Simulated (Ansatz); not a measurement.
## The perfect GaP wire along [110], 42 atoms a period, H-terminated

Aim: is the GaP wire along [110], 42 atoms a period, H-terminated a metal or a semiconductor?

Main program and level: Ansatz 0.2.0; DFT PBE, plane waves, PAW; relaxation of a wire's period; PAW set soft_1, in the first sound run; inputs show where later runs differ.

### 1. The starting structure

The cell holds 62 atoms: 21 P, 20 H and 21 Ga. Its edges and angles: a = 23.690 Å, b = 24.965 Å, c = 3.896 Å, α = 90.0°, β = 90.0°, γ = 90.0°. Vacuum lies along a and b. The structure's axis is c.

### 2. The relaxed wire

Band widths follow the bond lengths, so the wire is relaxed first. The atoms and the third cell vector are free; the box across stays fixed as vacuum. A Fermi-Dirac smearing is set since the result may be a metal. The pressure printed is a third of the stress's trace over the whole box, vacuum included; only the stress along the axis is relaxed.

The input, input.yaml:

```yaml
crystal:
  lattice:
    - [23.69, 0.0, 0.0]
    - [0.0, 24.965, 0.0]
    - [0.0, 0.0, 3.8961583643]
  atoms:
    - { symbol: P, position: [0.17837108, 0.421962834, 0.0] }
    - { symbol: H, position: [0.198011712, 0.292255492, 0.0] }
    - { symbol: Ga, position: [0.236517977, 0.343930421, 0.0] }
    - { symbol: Ga, position: [0.236517977, 0.499995246, 0.0] }
    - { symbol: P, position: [0.41095867, 0.265898008, 0.0] }
    - { symbol: P, position: [0.41095867, 0.421962834, 0.0] }
    - { symbol: H, position: [0.430599302, 0.863799826, 0.0] }
    - { symbol: Ga, position: [0.469105567, 0.343930421, 0.0] }
    - { symbol: Ga, position: [0.469105567, 0.187865596, 0.0] }
    - { symbol: Ga, position: [0.469105567, 0.499995246, 0.0] }
    - { symbol: P, position: [0.643546259, 0.265898008, 0.0] }
    - { symbol: P, position: [0.643546259, 0.421962834, 0.0] }
    - { symbol: H, position: [0.678396867, 0.219128927, 0.0] }
    - { symbol: Ga, position: [0.701693157, 0.343930421, 0.0] }
    - { symbol: Ga, position: [0.701693157, 0.499995246, 0.0] }
    - { symbol: H, position: [0.856493217, 0.421962834, 0.168888049] }
    - { symbol: H, position: [0.856493217, 0.578027659, 0.168888049] }
    - { symbol: H, position: [0.143520473, 0.421962834, 0.299677272] }
    - { symbol: H, position: [0.143520473, 0.578027659, 0.299677272] }
    - { symbol: P, position: [0.294664875, 0.343930421, 0.5] }
    - { symbol: P, position: [0.294664875, 0.656060072, 0.5] }
    - { symbol: P, position: [0.294664875, 0.499995246, 0.5] }
    - { symbol: H, position: [0.314305507, 0.21422308, 0.5] }
    - { symbol: H, position: [0.314305507, 0.785767413, 0.5] }
    - { symbol: Ga, position: [0.352811772, 0.265898008, 0.5] }
    - { symbol: Ga, position: [0.352811772, 0.421962834, 0.5] }
    - { symbol: Ga, position: [0.352811772, 0.578027659, 0.5] }
    - { symbol: Ga, position: [0.352811772, 0.734092484, 0.5] }
    - { symbol: P, position: [0.527252465, 0.343930421, 0.5] }
    - { symbol: P, position: [0.527252465, 0.187865596, 0.5] }
    - { symbol: P, position: [0.527252465, 0.656060072, 0.5] }
    - { symbol: P, position: [0.527252465, 0.499995246, 0.5] }
    - { symbol: P, position: [0.527252465, 0.812124897, 0.5] }
    - { symbol: H, position: [0.562103072, 0.141096515, 0.5] }
    - { symbol: H, position: [0.562103072, 0.858893978, 0.5] }
    - { symbol: Ga, position: [0.585399362, 0.265898008, 0.5] }
    - { symbol: Ga, position: [0.585399362, 0.421962834, 0.5] }
    - { symbol: Ga, position: [0.585399362, 0.578027659, 0.5] }
    - { symbol: Ga, position: [0.585399362, 0.734092484, 0.5] }
    - { symbol: P, position: [0.759840054, 0.343930421, 0.5] }
    - { symbol: P, position: [0.759840054, 0.656060072, 0.5] }
    - { symbol: P, position: [0.759840054, 0.499995246, 0.5] }
    - { symbol: H, position: [0.794690661, 0.29716134, 0.5] }
    - { symbol: H, position: [0.794690661, 0.702829153, 0.5] }
    - { symbol: Ga, position: [0.817986952, 0.421962834, 0.5] }
    - { symbol: Ga, position: [0.817986952, 0.578027659, 0.5] }
    - { symbol: H, position: [0.143520473, 0.421962834, 0.700322728] }
    - { symbol: H, position: [0.143520473, 0.578027659, 0.700322728] }
    - { symbol: H, position: [0.856493217, 0.421962834, 0.831111951] }
    - { symbol: H, position: [0.856493217, 0.578027659, 0.831111951] }
    - { symbol: P, position: [0.17837108, 0.578027659, 0.0] }
    - { symbol: H, position: [0.198011712, 0.707735001, 0.0] }
    - { symbol: Ga, position: [0.236517977, 0.656060072, 0.0] }
    - { symbol: P, position: [0.41095867, 0.578027659, 0.0] }
    - { symbol: P, position: [0.41095867, 0.734092484, 0.0] }
    - { symbol: H, position: [0.430599302, 0.136190667, 0.0] }
    - { symbol: Ga, position: [0.469105567, 0.656060072, 0.0] }
    - { symbol: Ga, position: [0.469105567, 0.812124897, 0.0] }
    - { symbol: P, position: [0.643546259, 0.578027659, 0.0] }
    - { symbol: P, position: [0.643546259, 0.734092484, 0.0] }
    - { symbol: H, position: [0.678396867, 0.780861566, 0.0] }
    - { symbol: Ga, position: [0.701693157, 0.656060072, 0.0] }
kpoints:
  mp_grid: { grid: [1, 1, 21] }
scf:
  occupations: { method: fermi_dirac, width: 0.05 }
hamiltonian:
  xc: pbe
  pseudopotentials: { kind: paw, azcp: { folder: soft_1 } }
relax:
  cell: { fix: [a, b, alpha, beta, gamma] }
  max_steps: 45
  f_tol: 0.03
```

On the command line:

```bash
ansatz run input.yaml --threads 16 --pin off --max-ram 61440MiB --backend cuda --events-out ev --progress --plain --runs-dir out --max-vram 78GiB
```

Numbers of over 12 decimals in the logs are rounded to 6 here.

The log of the run:

```text
Engine: ansatz 0.2.0, aarch64-unknown-linux-gnu
Pseudopotentials: kind: paw
Pseudopotential: P, paw, valence charge 5, recommended cutoff 420 eV (normal), soft_1/P.paw.azcp
Pseudopotential: H, paw, valence charge 1, recommended cutoff 420 eV (normal), soft_1/H.paw.azcp
Pseudopotential: Ga, paw, valence charge 13, recommended cutoff 420 eV (normal), soft_1/Ga.paw.azcp
Functional definition: PBE
  parameter kappa = 0.804
  parameter beta = 0.066725
  exchange = pbe_x(kappa = kappa, mu = beta*pi^2/3)
  correlation = pbe_c(beta = beta)
[...]
Crystal: 62 atoms, lattice volume = 2304.269 Å³
Basis set: ecut = 420 eV, 45197 PW (Γ), exchange–correlation on 320×360×54 points (8 copies of the dense FFT grid, shifted against one another)
Bands: 261, of which v1, the nominal top of the filled ones, is band 199 counted from 1 (198 counted from 0)
Symmetry: 4 space group operations
Space group: Pmm2 (ITA 25), of the structure as read, at distance tolerance 1.3e-4 Å
k-points: 11 of 21
Non-local potential: P, projectors of the file, l = 0: 2, l = 1: 2, l = 2: 1
Non-local potential: H, projectors of the file, l = 0: 2, l = 1: 1
Non-local potential: Ga, projectors of the file, l = 0: 2, l = 1: 2, l = 2: 3, l = 3: 1
PAW form: soft (Blöchl's): semilocal exchange-correlation on the pseudo side does not see the compensation charge
PAW one-centre angular grid: P, 110 points (default); XC on 64 Gauss nodes
PAW one-centre angular grid: H, 110 points (default); XC on 64 Gauss nodes
PAW one-centre angular grid: Ga, 590 points (default); XC on 64 Gauss nodes
Initial density: superposition of atomic densities (neutral atoms: chi_scale 0, normalization atom)
Initial wavefunctions: pseudopotential atomic-orbital guess
[...]
Functional: x = pbe(κ = 0.804, μ = 0.219515), c = pbe(β = 0.066725)
SCF iter   1: F=—  HF=-95650.971024 eV  |F-HF|=—  |Δ(HF+E_count)|=         —  Δρ=3.86e-2  dr2=3.78e1  ethr=3.10e-3  ⟨swp⟩=9.5  Hψ=14920  notcnv=0  defer=154
preconditioner: auto → Resta (q_TF=auto, 2.036 Å⁻¹)  ε∞=2.3  [insulator: Δε(μ)=1.893 eV  Ē_g=13.665 eV  σ=0.050 eV  W_gap=1.00  n_scr=336 (ndim 8)  ℏωp=15.4 eV  f_vac=0.502  D(μ)=0.00/eV (n_scr^D=0)  ε∞_Penn≈2.3  vacuum switching on, ρ_ref=1.4e-2 e/Å³]
SCF iter   2: F=—  HF=-95642.095022 eV  |F-HF|=—  |Δ(HF+E_count)|=    8.88e0  Δρ=1.84e-2  dr2=1.38e1  ethr=3.10e-3  ⟨swp⟩=4.1  Hψ=6201  notcnv=0  defer=574
preconditioner: auto → LDOS  [metal: Δε(μ)=0.044 eV  Ē_g=13.989 eV  σ=0.050 eV  W_gap=0.22  n_scr=336 (ndim 8)  ℏωp=15.4 eV  f_vac=0.513  D(μ)=7.23/eV (n_scr^D=24)  β→1.0]
SCF iter   3: F=—  HF=-95641.144917 eV  |F-HF|=—  |Δ(HF+E_count)|=   9.50e-1  Δρ=5.26e-3  dr2=4.38e0  ethr=3.10e-3  ⟨swp⟩=3.3  Hψ=4420  notcnv=0  defer=443
[...]
SCF iter  15: F=-95640.359588 eV  HF=-95640.359587 eV  |F-HF|=1.93e-8  |Δ(HF+E_count)|=   4.85e-8  Δρ=1.13e-6  dr2=8.87e-8  ethr=2.51e-11  ⟨swp⟩=3.1  Hψ=10940  notcnv=0
SCF 1 converged in 15 iterations: F = -95640.359588 eV  dr2 = 8.87e-8
  greatest PAW one-centre occupation: 0.994 electrons in one spin orbital (limit 2), on the Ga atom at site 2 (counted from 0), in its partial waves of l = 2
relax step   1: F+E_penalty+E_count = -95640.35958751 eV  Δ(F+E_penalty+E_count) = +0.000e0 eV  max|allowed force component| = 1.009e0 eV/Å  Δτ_max = 0.0000 Å  P = +0.186 GPa  Ω = 2304.269 Å³  fix = [a, b, alpha, beta, gamma]  reactions: a -0.037, b -0.111 GPa  (15 SCF iters, dr2 threshold 1.00e-7 eV, accepted)
[...]
Crystal: 62 atoms, lattice volume = 2347.430 Å³
Basis set: ecut = 420 eV, 45993 PW (Γ), exchange–correlation on 320×360×54 points (8 copies of the dense FFT grid, shifted against one another)
[...]
iter 1 solved again at ethr=3.52e-4 eV; its pass at ethr=3.10e-3 eV (dr2=1.40e0 eV) is discarded
[...]
SCF iter   9: F=-95641.389223 eV  HF=-95641.389218 eV  |F-HF|=4.99e-6  |Δ(HF+E_count)|=   5.22e-6  Δρ=1.21e-5  dr2=2.97e-6  ethr=1.56e-9  ⟨swp⟩=3.8  Hψ=10178  notcnv=0
SCF 2 converged in 9 iterations: F = -95641.389223 eV  dr2 = 2.97e-6
  greatest PAW one-centre occupation: 0.995 electrons in one spin orbital (limit 2), on the Ga atom at site 2 (counted from 0), in its partial waves of l = 2
relax step   2: F+E_penalty+E_count = -95641.38922314 eV  Δ(F+E_penalty+E_count) = -1.030e0 eV  max|allowed force component| = 5.913e-1 eV/Å  Δτ_max = 0.1939 Å  P = -0.094 GPa  Ω = 2347.430 Å³  energy of the carried Pulay correction = -6.190e-3 eV  fix = [a, b, alpha, beta, gamma]  reactions: a -0.232, b +0.081 GPa  (9 SCF iters, dr2 threshold 6.20e-6 eV, accepted)
[...]
relax step   3: F+E_penalty+E_count = -95641.47000463 eV  Δ(F+E_penalty+E_count) = -8.078e-2 eV  max|allowed force component| = 2.190e-1 eV/Å  Δτ_max = 0.0766 Å  P = -0.043 GPa  Ω = 2349.268 Å³  energy of the carried Pulay correction = -6.451e-3 eV  fix = [a, b, alpha, beta, gamma]  reactions: a -0.063, b +0.013 GPa  (7 SCF iters, dr2 threshold 6.20e-6 eV, accepted)
[...]
relax step   4: F+E_penalty+E_count = -95641.48115504 eV  Δ(F+E_penalty+E_count) = -1.115e-2 eV  max|allowed force component| = 6.936e-2 eV/Å  Δτ_max = 0.0853 Å  P = +0.009 GPa  Ω = 2348.140 Å³  energy of the carried Pulay correction = -6.291e-3 eV  fix = [a, b, alpha, beta, gamma]  reactions: a -0.012, b +0.017 GPa  (8 SCF iters, dr2 threshold 3.00e-6 eV, accepted)
[...]
relax step   5: F+E_penalty+E_count = -95641.48718387 eV  Δ(F+E_penalty+E_count) = -6.029e-3 eV  max|allowed force component| = 3.135e-2 eV/Å  Δτ_max = 0.0264 Å  P = -0.010 GPa  Ω = 2349.058 Å³  energy of the carried Pulay correction = -6.421e-3 eV  fix = [a, b, alpha, beta, gamma]  reactions: a -0.025, b -0.000 GPa  (8 SCF iters, dr2 threshold 3.01e-7 eV, accepted)
[...]
relax step   6: F+E_penalty+E_count = -95641.48760466 eV  Δ(F+E_penalty+E_count) = -4.208e-4 eV  max|allowed force component| = 4.748e-3 eV/Å  Δτ_max = 0.0060 Å  P = -0.007 GPa  Ω = 2348.607 Å³  energy of the carried Pulay correction = -6.357e-3 eV  fix = [a, b, alpha, beta, gamma]  reactions: a -0.026, b +0.005 GPa  (7 SCF iters, dr2 threshold 6.14e-8 eV, accepted)
[...]
relax step   7: F+E_penalty+E_count = -95641.49426694 eV  Δ(F+E_penalty+E_count) = -6.662e-3 eV  max|allowed force component| = 4.724e-3 eV/Å  Δτ_max = 0.0000 Å  P = -0.005 GPa  Ω = 2348.607 Å³  fix = [a, b, alpha, beta, gamma]  reactions: a -0.026, b +0.005 GPa  stress off target by 4.06e-3 GPa on what of the cell is left free  SCF on the basis re-selected at this cell (its energy is not comparable with the rows above)  (11 SCF iters)
[...]
atoms:
    - { symbol: P, position: [0.188078, 0.419652, 0] }
    - { symbol: H, position: [0.195796, 0.288266, 0] }
    - { symbol: Ga, position: [0.240489, 0.334195, 0] }
    - { symbol: Ga, position: [0.243203, 0.5, 0] }
    - { symbol: P, position: [0.410118, 0.265279, 0] }
    - { symbol: P, position: [0.411043, 0.421455, 0] }
    - { symbol: H, position: [0.429913, 0.868015, 0] }
    - { symbol: Ga, position: [0.468387, 0.342284, 0] }
    - { symbol: Ga, position: [0.464449, 0.185275, 0] }
    - { symbol: Ga, position: [0.469243, 0.5, 0] }
    - { symbol: P, position: [0.639006, 0.270854, 0] }
    - { symbol: P, position: [0.642344, 0.423551, 0] }
    - { symbol: H, position: [0.672813, 0.223621, 0] }
    - { symbol: Ga, position: [0.701492, 0.346943, 0] }
    - { symbol: Ga, position: [0.705338, 0.5, 0] }
    - { symbol: H, position: [0.859230, 0.420902, 0.173598] }
    - { symbol: H, position: [0.859230, 0.579098, 0.173598] }
    - { symbol: H, position: [0.148226, 0.423511, 0.265614] }
    - { symbol: H, position: [0.148226, 0.576489, 0.265614] }
    - { symbol: P, position: [0.296024, 0.342072, 0.5] }
    - { symbol: P, position: [0.296024, 0.657928, 0.5] }
    - { symbol: P, position: [0.298137, 0.5, 0.5] }
    - { symbol: H, position: [0.313319, 0.211244, 0.5] }
    - { symbol: H, position: [0.313319, 0.788756, 0.5] }
    - { symbol: Ga, position: [0.352817, 0.261531, 0.5] }
    - { symbol: Ga, position: [0.354539, 0.419356, 0.5] }
    - { symbol: Ga, position: [0.354539, 0.580644, 0.5] }
    - { symbol: Ga, position: [0.352817, 0.738469, 0.5] }
    - { symbol: P, position: [0.525764, 0.345071, 0.5] }
    - { symbol: P, position: [0.521974, 0.191597, 0.5] }
    - { symbol: P, position: [0.525764, 0.654929, 0.5] }
    - { symbol: P, position: [0.526118, 0.5, 0.5] }
    - { symbol: P, position: [0.521974, 0.808403, 0.5] }
    - { symbol: H, position: [0.558560, 0.146265, 0.5] }
    - { symbol: H, position: [0.558560, 0.853735, 0.5] }
    - { symbol: Ga, position: [0.582269, 0.267016, 0.5] }
    - { symbol: Ga, position: [0.585632, 0.422563, 0.5] }
    - { symbol: Ga, position: [0.585632, 0.577437, 0.5] }
    - { symbol: Ga, position: [0.582269, 0.732984, 0.5] }
    - { symbol: P, position: [0.757117, 0.350674, 0.5] }
    - { symbol: P, position: [0.757117, 0.649326, 0.5] }
    - { symbol: P, position: [0.760951, 0.5, 0.5] }
    - { symbol: H, position: [0.786966, 0.301041, 0.5] }
    - { symbol: H, position: [0.786966, 0.698959, 0.5] }
    - { symbol: Ga, position: [0.824576, 0.425134, 0.5] }
    - { symbol: Ga, position: [0.824576, 0.574866, 0.5] }
    - { symbol: H, position: [0.148226, 0.423511, 0.734386] }
    - { symbol: H, position: [0.148226, 0.576489, 0.734386] }
    - { symbol: H, position: [0.859230, 0.420902, 0.826402] }
    - { symbol: H, position: [0.859230, 0.579098, 0.826402] }
    - { symbol: P, position: [0.188078, 0.580348, 0] }
    - { symbol: H, position: [0.195796, 0.711734, 0] }
    - { symbol: Ga, position: [0.240489, 0.665805, 0] }
    - { symbol: P, position: [0.411043, 0.578545, 0] }
    - { symbol: P, position: [0.410118, 0.734721, 0] }
    - { symbol: H, position: [0.429913, 0.131985, 0] }
    - { symbol: Ga, position: [0.468387, 0.657716, 0] }
    - { symbol: Ga, position: [0.464449, 0.814725, 0] }
    - { symbol: P, position: [0.642344, 0.576449, 0] }
    - { symbol: P, position: [0.639006, 0.729146, 0] }
    - { symbol: H, position: [0.672813, 0.776379, 0] }
    - { symbol: Ga, position: [0.701492, 0.653057, 0] }
```

The job ended after 26 s (1 × NVIDIA GB200 with 16 threads of Arm Neoverse V2, shared host; peak memory 1.8 GiB; 3 min of CPU time).

The steps of the relaxation:

```csv
step,energy less that of the first step (eV),largest force component (eV/Å),pressure (GPa),volume (Å³)
1,0.0000,1.0095,0.19,2304.27
2,-1.0296,0.5913,-0.09,2347.43
3,-1.1104,0.2190,-0.04,2349.27
4,-1.1216,0.0694,0.01,2348.14
5,-1.1276,0.0314,-0.01,2349.06
6,-1.1280,0.0047,-0.01,2348.61
7,-1.1347,0.0047,-0.01,2348.61
```

Forces are held to the 4 operations that the run works with; a distortion that breaks them can't arise in this run.

| cell as run | before | after | change |
| --- | --- | --- | --- |
| c (Å) | 3.896 | 3.971 | +1.9 % |

The atoms that moved most (Å, along periodic axes as changes of fractional coordinates times the final cell, across vacuum about the mean position):

| atom | dx | dy | dz | length |
| --- | --- | --- | --- | --- |
| Ga3 | 0.094 | -0.243 | 0.000 | 0.261 |
| Ga53 | 0.094 | 0.243 | 0.000 | 0.261 |
| P1 | 0.230 | -0.058 | 0.000 | 0.237 |
| P51 | 0.230 | 0.058 | 0.000 | 0.237 |
| H44 | -0.183 | -0.097 | 0.000 | 0.207 |
| H43 | -0.183 | 0.097 | 0.000 | 0.207 |
| P41 | -0.065 | -0.168 | 0.000 | 0.180 |
| P40 | -0.065 | 0.168 | 0.000 | 0.180 |

This step gave:

```
energy at zero smearing    : -95641.4905 eV
cell length along the wire : 3.971 Å
```

The cell's length comes to 3.971 Å with spin left out.

(Part 1 of 2 ends here.)

[Logs are printed without paths, hosts, clocks, repeated set-up lines and the standing remarks that a program may print on its own settings, such as how far it seeks lower states.]

[Hosts, paths, dates, database ids (printed as entryN), source tags and the programs' standing remarks are cut or masked in the printed files.]
